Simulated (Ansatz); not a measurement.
# Stack of 2H-WS2 under Nb2COS MXene, upper layer turned by 180° in a perpendicular field, part 3 of 3

Wanted: the out-of-plane response of the stack of 2H-WS2 under Nb2COS MXene, upper layer turned by 180°. A positive field points along +c.

Ansatz 0.2.0; plane-wave DFT, PBE-D4, Ansatz PAW (the session's first sound run).

So far. Step 7 (Atoms held, field 0.25 V/Å): The dipole is 0.125 e·Å, 0.145 e·Å from its value without field. Step 8 (Single point, field -0.25 V/Å): The dipole is -0.166 e·Å, -0.146 e·Å from its value without field.

## 9. Response, atoms held

This step: plane-wave DFT, PBE-D4, Ansatz PAW; response to a field along the normal, atoms held (Ansatz 0.2.0).

The dipoles give the slope, and the difference of two potentials shows where the field is screened.

This step gave:

| Property | Result |
| --- | --- |
| equivalent conductor thickness p/(ε₀AE) | 12.08 Å |
| distance between the outer atoms | 11.19 Å |

The dipole of the cell by applied field:

| applied field (V/Å) | dipole of the cell (e·Å) |
| --- | --- |
| -0.250 | -0.166 |
| -0.030 | -0.0379 |
| 0.000 | -0.0204 |
| 0.030 | -0.00293 |
| 0.150 | 0.0668 |
| 0.250 | 0.125 |

Local field over the applied field, running mean. From the potentials at -0.03 and 0.03 V/Å; running mean over 2.5 Å. Local field over applied field against z:

z (Å), local field over applied field and a bar:
```
      4.5      0.999 ##############################
      5.0      0.997 ##############################
      5.5      0.990 ##############################
      6.0      0.971 #############################
      6.5      0.923 ############################
      7.0      0.822 #########################
      7.5      0.668 ####################
      8.0      0.495 ###############
      8.5      0.320 #########
      9.0      0.175 #####
      9.5      0.089 ##
     10.0      0.054 #
     10.5      0.038 #
     11.0      0.043 #
     11.5      0.057 #
     12.0      0.085 ##
     12.5      0.131 ####
     13.0      0.173 #####
     13.5      0.186 #####
     14.0      0.173 #####
     14.5      0.136 ####
     15.0      0.083 ##
     15.5      0.042 #
     16.0      0.024 
     16.5      0.015 
     17.0      0.012 
     17.5      0.016 
     18.0      0.020 
     18.5      0.030 #
     19.0      0.064 ##
     19.5      0.135 ####
     20.0      0.258 #######
     20.5      0.421 ############
     21.0      0.599 ##################
     21.5      0.761 #######################
     22.0      0.890 ###########################
     22.5      0.961 #############################
     23.0      0.988 ##############################
     23.5      0.997 ##############################
     24.0      0.999 ##############################
     24.5      1.000 ##############################
     25.0      1.000 ##############################
```

Electrons, planar mean, per unit field. The induced electron density by z:

| z (Å) | induced electron density (e/Å³ per V/Å) |
| --- | --- |
| 4.5 | 4.4e-6 |
| 5.0 | 1.4e-5 |
| 5.5 | 4.4e-5 |
| 6.0 | 1.3e-4 |
| 6.5 | 3.7e-4 |
| 7.0 | 9.9e-4 |
| 7.5 | 0.00231 |
| 8.0 | 0.00361 |
| 8.5 | 0.00204 |
| 9.0 | 9.7e-4 |
| 9.5 | 4.4e-4 |
| 10.0 | -5.6e-4 |
| 10.5 | 2.9e-4 |
| 11.0 | 1.2e-6 |
| 11.5 | 2.7e-4 |
| 12.0 | -7.0e-4 |
| 12.5 | -7.1e-4 |
| 13.0 | -0.00128 |
| 13.5 | -3.0e-4 |
| 14.0 | 0.00124 |
| 14.5 | 0.00126 |
| 15.0 | 2.9e-4 |
| 15.5 | 3.4e-4 |
| 16.0 | -2.0e-4 |
| 16.5 | -9.1e-5 |
| 17.0 | 1.2e-4 |
| 17.5 | 2.5e-4 |
| 18.0 | -1.3e-4 |
| 18.5 | -4.8e-4 |
| 19.0 | -9.4e-5 |
| 19.5 | -3.0e-4 |
| 20.0 | -0.00208 |
| 20.5 | -0.00255 |
| 21.0 | -0.00337 |
| 21.5 | -0.00156 |
| 22.0 | -5.4e-4 |
| 22.5 | -1.6e-4 |
| 23.0 | -4.6e-5 |
| 23.5 | -1.2e-5 |
| 24.0 | -3.2e-6 |
| 24.5 | -8.1e-7 |
| 25.0 | -2.1e-7 |

By hand: between -0.03 and 0.03 V/Å the dipole changes by 0.03494 e·Å, a slope of 0.5823 e·Å²/V. A perfect conductor of thickness t has p = ε₀AEt, so t = 180.95 × 0.5823 / 8.722 = 12.08 Å (e/ε₀ = 180.95 V·Å, A in Å²).

The induced dipole is that of a conductor 12.08 Å thick.

## 10. With spin-orbit coupling, k-mesh 12×12×1

This step: plane-wave DFT, PBE, fully relativistic PAW with spin-orbit coupling (Ansatz 0.2.0).

Heavy atoms split their bands by spin-orbit coupling, so this run uses fully relativistic files and two-component states.

Input file input.yaml:

```yaml
crystal:
  lattice:
    - [3.1734515347, 0.0, 0.0]
    - [-1.5867257674, 2.7482896468, 0.0]
    - [0.0, 0.0, 29.1943000224]
  atoms:
    - { symbol: S, position: [0.3333333333, 0.6666666667, 0.3082793557] }
    - { symbol: W, position: [0.0, 0.0, 0.3620707528] }
    - { symbol: S, position: [0.3333333333, 0.6666666667, 0.4157436528] }
    - { symbol: S, position: [0.0, 0.0, 0.5146780961] }
    - { symbol: Nb, position: [0.6666666667, 0.3333333333, 0.5715499457] }
    - { symbol: C, position: [0.3333333333, 0.6666666667, 0.613750569] }
    - { symbol: Nb, position: [0.0, 0.0, 0.6559131528] }
    - { symbol: O, position: [0.6666666667, 0.3333333333, 0.6917206443] }
kpoints:
  mp_grid: { grid: [12, 12, 1] }
  band_path:
    path: [[0, 0, 0], [0.5, 0, 0], [0.33333333, 0.33333333, 0], [0, 0, 0]]
    npoints: 16
hamiltonian:
  xc: pbe
  pseudopotentials: { kind: paw_fr }
magnetization:
  noncollinear: true
  spin_orbit: true
scf:
  occupations: { method: fermi_dirac, width: 0.05 }
  convergence: { dr2_threshold: 1.0e-09 }
efield:
  axis: 3
  dipole_correction: true
  ramp_position: 0.97
  ramp_width: 0.06
  amplitude: 0
output:
  write_potential: true
  write_density: true
  volumetric_format: npy
```

The run is started by

```bash
$ ansatz run input.yaml --threads 4 --pin off --max-ram 6144MiB --backend cpu --events-out ev --progress --plain --runs-dir out
```

Numbers of over 12 decimals in the logs are rounded to 6 here.

The log of the run:

```text
[...]
non-collinear run that drives no moment, with spin-orbit: no starting moment large enough to seed its density (crystal.atoms[].spin), no starting occupations that ask for one, no magnetisation constraint and no magnetic field, so the semilocal B_xc is pinned to zero
Crystal: 8 atoms, lattice volume = 254.620 Å³
Basis set: ecut = 420 eV, 4981 PW (Γ)
Bands: 84, of which v1, the nominal top of the filled ones, is band 68 counted from 1 (67 counted from 0)
Symmetry: 6 space group operations + 6 with time reversal
[...]
k-points: 19 of 144 (time reversal used)
Projection manifold: j_resolved (fully-relativistic pseudo-atomic orbitals)
[...]
SCF iter   1: F=—  HF=-23054.830738 eV  |F-HF|=—  |Δ(HF+E_count)|=         —  Δρ=9.36e-2  dr2=3.05e1  dr2_m=0.00e0 (ungated)  ethr=3.10e-3  |M|=0.00e0 ∫|m|=0.00e0 μB  |m|>n=0.0e0 m-floor=0.0e0 τ_xc=0.0e0  β_m=1.00  p=0.000 e·Å  D=5.73e-7 V/Å  ΔV_dip=-0.00 eV  dr2_dipole=2.05e-3  V_vac-E_F(+/−)=6.53/6.53 eV  ⟨swp⟩=8.8  Hψ=9481  notcnv=0  defer=1
[...]
spin=Noncollinear: LDOS preconditioning applied to the charge; magnetization (m_x, m_y, m_z) channels mix plain (no charge-response kernel on spin).
SCF iter   2: F=—  HF=-23051.579877 eV  |F-HF|=—  |Δ(HF+E_count)|=    3.25e0  Δρ=9.49e-2  dr2=2.42e1  dr2_m=0.00e0 (ungated)  ethr=3.10e-3  |M|=0.00e0 ∫|m|=0.00e0 μB  |m|>n=0.0e0 m-floor=0.0e0 τ_xc=0.0e0  β_m=0.77  p=0.028 e·Å  D=2.02e-2 V/Å  ΔV_dip=-0.59 eV  dr2_dipole=8.05e-2  V_vac-E_F(+/−)=4.11/4.70 eV  ⟨swp⟩=5.6  Hψ=4719  notcnv=0  defer=171
[...]
SCF iter  16: F=-23046.794470 eV  HF=-23046.794470 eV  |F-HF|=4.29e-10  |Δ(HF+E_count)|=   1.35e-9  Δρ=3.93e-7  dr2=9.19e-10  dr2_m=0.00e0 (ungated)  ethr=1.47e-12  |M|=0.00e0 ∫|m|=0.00e0 μB  |m|>n=0.0e0 m-floor=0.0e0 τ_xc=0.0e0  p=-0.020 e·Å  D=-1.42e-2 V/Å  ΔV_dip=0.42 eV  dr2_dipole=4.41e-11  V_vac-E_F(+/−)=5.58/5.17 eV  ⟨swp⟩=14.1  Hψ=6090  notcnv=0
SCF 1 converged in 16 iterations: F = -23046.794470 eV  dr2 = 9.19e-10
[...]
SCF converged after 16 iterations
Magnetization: |M| = 0.0000 μB,  M = (+0.0000, +0.0000, +0.0000) μB
Absolute magnetization: 0.0000 μB (∫|m|)
  site 0: m = (+0.0000, +0.0000, +0.0000) μB, |m| = 0.0000 μB  (R = 1.00 Å)
  site 1: m = (+0.0000, +0.0000, +0.0000) μB, |m| = 0.0000 μB  (R = 0.99 Å)
  site 2: m = (+0.0000, +0.0000, +0.0000) μB, |m| = 0.0000 μB  (R = 0.99 Å)
  site 3: m = (+0.0000, +0.0000, +0.0000) μB, |m| = 0.0000 μB  (R = 1.02 Å)
  site 4: m = (+0.0000, +0.0000, +0.0000) μB, |m| = 0.0000 μB  (R = 0.91 Å)
  site 5: m = (+0.0000, +0.0000, +0.0000) μB, |m| = 0.0000 μB  (R = 0.91 Å)
  site 6: m = (+0.0000, +0.0000, +0.0000) μB, |m| = 0.0000 μB  (R = 0.87 Å)
  site 7: m = (+0.0000, +0.0000, +0.0000) μB, |m| = 0.0000 μB  (R = 0.87 Å)
Free energy (F): -23046.794470 eV
[...]
Internal energy: -23046.776683 eV  (E = F + TS)
E sigma→0 (E₀):  -23046.785577 eV
Entropy (-TS):   -0.017787 eV (-2.223 meV/atom)
Fermi energy:    3.251611 eV
Dipole field:    D = -0.014222 V/Å  (p = -0.020012 e·Å, saw-weighted, corrected)
Work function:   Φ+ = 5.5845 eV   Φ− = 5.1693 eV
[...]
--- Band table (eV; the first three rows and the last of 19) ---
  k-point 0: bands = [... 64 lower, 2.7352, 2.7352, 2.7705, 2.7705, 2.8148, 2.8148, 3.2899, 3.2899, ... 12 higher]
  k-point 1: bands = [... 64 lower, 2.5990, 2.5998, 2.8655, 2.8802, 3.2444, 3.2571, 3.6110, 3.6172, ... 12 higher]
  k-point 2: bands = [... 64 lower, 2.1993, 2.2020, 2.4723, 2.4831, 3.6115, 3.6158, 4.0903, 4.0989, ... 12 higher]
  k-point 18: bands = [... 64 lower, 2.4989, 2.9244, 3.7557, 3.7641, 3.9684, 3.9755, 4.5191, 4.5511, ... 12 higher]
```

Wall time 2.4 min (4 threads of Arm Neoverse V1, shared host); peak memory 2.3 GiB; 9.5 min of CPU time.

This step gave:

* energy at zero smearing: -23046.7856 eV
* work function, upper face: 5.585 eV
* work function, lower face: 5.169 eV
* dipole along the normal: -0.02001 e·Å
* step between the vacuum levels: 0.4152 eV

Electronic bands along the path, in eV, zero at the Fermi level:

| point | band 65 | band 66 | band 67 | band 68 | band 69 | band 70 | band 71 | band 72 |
| --- | --- | --- | --- | --- | --- | --- | --- | --- |
| Γ | -0.52 | -0.52 | -0.48 | -0.48 | -0.44 | -0.44 | 0.04 | 0.04 |
| halfway | -1.45 | -1.45 | -1.31 | -1.30 | 0.70 | 0.70 | 1.12 | 1.15 |
| M | -1.57 | -1.57 | -1.42 | -1.42 | 1.12 | 1.12 | 1.94 | 1.94 |
| halfway | -1.15 | -0.82 | -0.57 | -0.57 | 1.37 | 1.38 | 1.44 | 1.47 |
| K | -0.75 | -0.33 | 0.50 | 0.51 | 0.72 | 0.72 | 1.27 | 1.30 |
| halfway | -1.52 | -1.30 | -0.47 | -0.45 | -0.09 | -0.06 | 1.34 | 1.55 |
| Γ | -0.52 | -0.52 | -0.48 | -0.48 | -0.44 | -0.44 | 0.04 | 0.04 |

The work function of the upper face is 5.58 eV.

## 11. With spin-orbit coupling, k-mesh 12×12×1, field 0.3 V/Å

The same in a field along the normal.

Changes to input.yaml since step 10:

```diff
@@ -16,5 +16,3 @@
   mp_grid: { grid: [12, 12, 1] }
-  band_path:
-    path: [[0, 0, 0], [0.5, 0, 0], [0.33333333, 0.33333333, 0], [0, 0, 0]]
-    npoints: 16
+  band_path: { path: [[0, 0, 0], [0.12, 0, 0]], npoints: 24 }
 hamiltonian:
@@ -33,3 +31,3 @@
   ramp_width: 0.06
-  amplitude: 0
+  amplitude: 0.3
 output:
```

The log of the run:

```text
[...]
Crystal: 8 atoms, lattice volume = 254.620 Å³
Basis set: ecut = 420 eV, 4981 PW (Γ)
Bands: 84, of which v1, the nominal top of the filled ones, is band 68 counted from 1 (67 counted from 0)
Symmetry: 6 space group operations + 6 with time reversal
[...]
k-points: 19 of 144 (time reversal used)
[...]
k-point 0: bands = [... 64 lower, 2.6865, 2.6865, 2.7745, 2.7745, 2.8534, 2.8534, 3.2954, 3.2954, ... 12 higher]
  k-point 1: bands = [... 64 lower, 2.5609, 2.5646, 2.8284, 2.8427, 3.2895, 3.3020, 3.6532, 3.6572, ... 12 higher]
  k-point 2: bands = [... 64 lower, 2.1599, 2.1654, 2.4177, 2.4255, 3.6581, 3.6622, 4.1284, 4.1381, ... 12 higher]
  k-point 18: bands = [... 64 lower, 2.3542, 2.7794, 3.8000, 3.8084, 4.0203, 4.0283, 4.3760, 4.4082, ... 12 higher]
[key lines of the parts left out:]
SCF converged after 16 iterations
Magnetization: |M| = 0.0000 μB,  M = (+0.0000, +0.0000, +0.0000) μB
Free energy (F): -23046.814650 eV
Fermi energy:    3.295210 eV
Dipole field:    D = 0.109706 V/Å  (p = 0.154369 e·Å, saw-weighted, corrected)
```

The job ended after 1.9 min (4 threads; peak memory 2.3 GiB).

This step gave:

```
energy at zero smearing : -23046.8057 eV
dipole along the normal : 0.1544 e·Å
```

The dipole is 0.154 e·Å.

## 12. Spin splitting near the zone centre

This step: plane-wave DFT, PBE, fully relativistic PAW with spin-orbit coupling; spin splitting near the zone centre (Ansatz 0.2.0).

Levels that meet at the zone centre are followed outwards; a split that grows in proportion to k gives the Rashba parameter as ΔE/2k.

Numbers from this step:

```
largest split over 2k that stays linear in k : 0.3164 eV Å
```

Groups of levels that meet at the zone centre and whose split, tested at two k, grows in proportion to k or stays under 1 meV; groups that fail this test are left out. Spin splitting, by row:

| level at the first point (eV from the Fermi level) | states | split at k = 0.034 1/A (eV) | split over 2k (eV Å) |
| --- | --- | --- | --- |
| -2.465 | 2 | 0.0217 | 0.3164 |
| -2.242 | 2 | 1.00e-4 | 0 |
| -1.929 | 2 | 0.0186 | 0.2712 |
| 2.00e-4 | 2 | 0.0066 | 0.09623 |

## 13. A changed input: efield.amplitude = -0.3

This step: plane-wave DFT, PBE-D4, Ansatz PAW (Ansatz 0.2.0).

A run with a changed input: it repeats the earlier run at 0.03 V/Å with efield.amplitude from 0.03 to -0.3.

input.yaml, the sections that differ from step 11:

```yaml
kpoints:
  mp_grid: { grid: [18, 18, 1] }
  band_path:
    path: [[0, 0, 0], [0.5, 0, 0], [0.33333333, 0.33333333, 0], [0, 0, 0]]
    npoints: 16
hamiltonian:
  xc: pbe
  dispersion: d4
scf:
  occupations: { method: fermi_dirac, width: 0.05 }
  convergence: { dr2_threshold: 1.0e-10 }
efield:
  axis: 3
  dipole_correction: true
  ramp_position: 0.97
  ramp_width: 0.06
  amplitude: -0.3
# crystal, output: as in step 11
# magnetization: removed
```

The log of the run:

```text
[...]
Crystal: 8 atoms, lattice volume = 254.620 Å³
Basis set: ecut = 420 eV, 4981 PW (Γ)
Bands: 42, of which v1, the nominal top of the filled ones, is band 34 counted from 1 (33 counted from 0)
Symmetry: 6 space group operations
[...]
k-points: 37 of 324 (time reversal used)
[...]
SCF iter   1: F=—  HF=-23030.826588 eV  |F-HF|=—  |Δ(HF+E_count)|=         —  Δρ=9.34e-2  dr2=3.05e1  ethr=3.10e-3  p=-0.191 e·Å  D=-1.36e-1 V/Å  ΔV_dip=3.97 eV  dr2_dipole=2.41e-2  V_vac-E_F(+/−)=4.48/8.41 eV  ⟨swp⟩=9.8  Hψ=8498  notcnv=0
[...]
SCF iter  17: F=-23022.783951 eV  HF=-23022.783951 eV  |F-HF|=3.27e-11  |Δ(HF+E_count)|=  2.55e-11  Δρ=5.13e-8  dr2=1.09e-11  ethr=1.00e-12  p=-0.196 e·Å  D=-1.39e-1 V/Å  ΔV_dip=4.06 eV  dr2_dipole=1.58e-12  V_vac-E_F(+/−)=3.49/7.32 eV  ⟨swp⟩=1.3  Hψ=3617  notcnv=0
SCF 1 converged in 17 iterations: F = -23022.783951 eV  dr2 = 1.09e-11
[...]
SCF converged after 17 iterations
Free energy (F): -23022.783951 eV
[...]
Internal energy: -23022.771984 eV  (E = F + TS)
E sigma→0 (E₀):  -23022.777967 eV
Entropy (-TS):   -0.011967 eV (-1.496 meV/atom)
Fermi energy:    3.193727 eV
Dipole field:    D = -0.139162 V/Å  (p = -0.195818 e·Å, saw-weighted, corrected)
Work function:   not extracted (applied field tilts the vacuum); planar V_es + V_field profile in the machine report
[...]
--- Band table (eV; the first three rows and the last of 37) ---
  k-point 0: bands = [... 30 lower, 2.4351, 2.4351, 2.7454, 2.7454, 2.8076, 3.2933, 4.4744, 4.4744, ... 4 higher]
  k-point 1: bands = [... 30 lower, 2.0126, 2.1466, 2.6795, 2.9584, 3.0403, 3.4187, 4.4877, 4.5222, ... 4 higher]
  k-point 2: bands = [... 30 lower, 1.7780, 1.8257, 2.4803, 2.8341, 3.3596, 3.7496, 4.5263, 4.7111, ... 4 higher]
  k-point 36: bands = [... 30 lower, 0.0240, 0.4299, 2.8259, 3.7237, 3.9274, 4.6116, 4.6769, 5.2476, ... 4 higher]
```

Run time: 30 s. Hardware: 4 threads; peak memory 0.83 GiB; 1.9 min of CPU time.

This step gave:

* energy at zero smearing: -23022.7780 eV
* dipole along the normal: -0.1958 e·Å

Electronic bands along the path, in eV, zero at the Fermi level:

```csv
point,band 31,band 32,band 33,band 34,band 35,band 36,band 37,band 38
Γ,-0.76,-0.76,-0.45,-0.45,-0.39,0.10,1.28,1.28
halfway,-1.94,-1.69,-1.37,-1.20,0.72,1.18,1.49,2.08
M,-1.82,-1.68,-1.50,-1.29,1.13,1.96,2.41,2.52
halfway,-2.65,-2.50,-0.81,-0.55,1.39,1.47,2.19,2.44
K,-3.17,-2.76,-0.37,0.53,0.73,1.42,1.48,2.05
halfway,-2.12,-1.73,-1.24,-0.43,-0.05,1.59,1.79,2.13
Γ,-0.76,-0.76,-0.45,-0.45,-0.39,0.10,1.28,1.28
```

| quantity | this run | earlier run | difference |
| --- | --- | --- | --- |
| dipole along the normal (e·Å) | -0.1958 | -0.002930 | -0.19 |

The applied field differs, and the slope found earlier predicts a dipole of -0.195 e·Å; this run gives -0.196 e·Å, in line with it.

## 14. A changed input

An input spoilt on purpose, to show how the run answers: it repeats the earlier run at 0.03 V/Å with efield.axis from 3 to 1, and scf.max_iter set to 60.

Changes to input.yaml since step 13:

```diff
@@ -25,4 +25,5 @@
   convergence: { dr2_threshold: 1.0e-10 }
+  max_iter: 60
 efield:
-  axis: 3
+  axis: 1
   dipole_correction: true
@@ -30,3 +31,3 @@
   ramp_width: 0.06
-  amplitude: -0.3
+  amplitude: 0.03
 output:
```

The log of the run:

```text
Engine: ansatz 0.2.0, aarch64-unknown-linux-gnu
Pseudopotentials: kind: paw
Pseudopotential: S, paw, valence charge 6, recommended cutoff 420 eV (normal), S.paw.azcp
Pseudopotential: W, paw, valence charge 14, recommended cutoff 420 eV (normal), W.paw.azcp
Pseudopotential: Nb, paw, valence charge 13, recommended cutoff 420 eV (normal), Nb.paw.azcp
Pseudopotential: C, paw, valence charge 4, recommended cutoff 420 eV (normal), C.paw.azcp
Pseudopotential: O, paw, valence charge 6, recommended cutoff 420 eV (normal), O.paw.azcp
Functional definition: PBE
  parameter kappa = 0.804
  parameter beta = 0.066725
  exchange = pbe_x(kappa = kappa, mu = beta*pi^2/3)
  correlation = pbe_c(beta = beta)
Crystal: 8 atoms, lattice volume = 254.620 Å³
Basis set: ecut = 420 eV, 4981 PW (Γ)
Bands: 42, of which v1, the nominal top of the filled ones, is band 34 counted from 1 (33 counted from 0)
Symmetry: 2 space group operations
k-points: 91 of 324 (time reversal used)
Non-local potential: S, projectors of the file, l = 0: 2, l = 1: 2, l = 2: 2
Non-local potential: W, projectors of the file, l = 0: 3, l = 1: 2, l = 2: 2, l = 3: 1
Non-local potential: Nb, projectors of the file, l = 0: 3, l = 1: 2, l = 2: 2, l = 3: 1
Non-local potential: C, projectors of the file, l = 0: 2, l = 1: 2, l = 2: 1
Non-local potential: O, projectors of the file, l = 0: 2, l = 1: 2, l = 2: 1
PAW form: soft (Blöchl's): semilocal exchange-correlation on the pseudo side does not see the compensation charge
PAW one-centre angular grid: S, 110 points (default); XC on 64 Gauss nodes
PAW one-centre angular grid: W, 590 points (default); XC on 64 Gauss nodes
PAW one-centre angular grid: Nb, 590 points (default); XC on 64 Gauss nodes
PAW one-centre angular grid: C, 110 points (default); XC on 64 Gauss nodes
PAW one-centre angular grid: O, 110 points (default); XC on 64 Gauss nodes
Initial density: superposition of atomic densities (neutral atoms: chi_scale 0, normalization atom, screened), built separately for each of the 2 bonded fragments (scf.initial_density.interfragment_charge_transfer: auto; true builds it for the cell as a whole; a typed value also counts as a typed key of the start: scf.initial_density.chi_scale says what that changes, if anything)
Initial wavefunctions: pseudopotential atomic-orbital guess
Functional: x = pbe(κ = 0.804, μ = 0.219515), c = pbe(β = 0.066725)
Error: efield: ion 1 (W) at fractional coordinate 0.0000 along the field axis lies inside the sawtooth ramp with 2 of the planes that the density is read on at each end, [0.8867, 0.1133] — the ramp must sit in vacuum (an ion there feels the fictitious reversed slope); set or move the ramp (efield.ramp_position / ramp_width) or move the geometry
```

Elapsed: 0.44 s, on 4 threads; peak memory 0.61 GiB.

The program refused the input before any cycle.

The program's message: “Error: efield: ion 1 (W) at fractional coordinate 0.0000 along the field axis lies inside the sawtooth ramp with 2 of the planes that the density is read on at each end, [0.8867, 0.1133] — the ramp mu …”

The fault put into the input: the field along an axis without vacuum.

## 15. Summary of results

```yaml
gap_without_field: none
work_function_upper_face: 5.61 eV
step_between_the_vacuum_levels: 0.423 eV
equivalent_conductor_thickness_atoms_held: 12.1 Å
largest_split_over_2k_that_stays_linear_in_k_at_0p3_v_a: 0.316 eV Å
```

**Reading.** The induced dipole equals that of a perfect conductor 12.08 Å thick, while the outer atoms lie 11.19 Å apart. The two faces differ: the vacuum level above lies 0.42 eV higher than the one below. There is no gap over 0.03 eV, with or without the field. The main runs have no spin polarisation; a magnetic state could lie lower and would change these results. The field series itself is without spin-orbit coupling. The MXene's terminations sit over the metal atoms of its far layer; the site over carbon or nitrogen, which some compounds prefer, was not run.

[Logs are printed without paths, hosts, clocks, repeated set-up lines and the standing remarks that a program may print on its own settings, such as how far it seeks lower states.]

[Hosts, paths, dates, database ids (printed as entryN), source tags and the programs' standing remarks are cut or masked in the printed files.]

[Maps of the electrostatic potential energy from Ansatz leave out the sawtooth potential of an applied field or a dipole correction, so their vacuum need not be flat; planar profiles and work functions include it.]
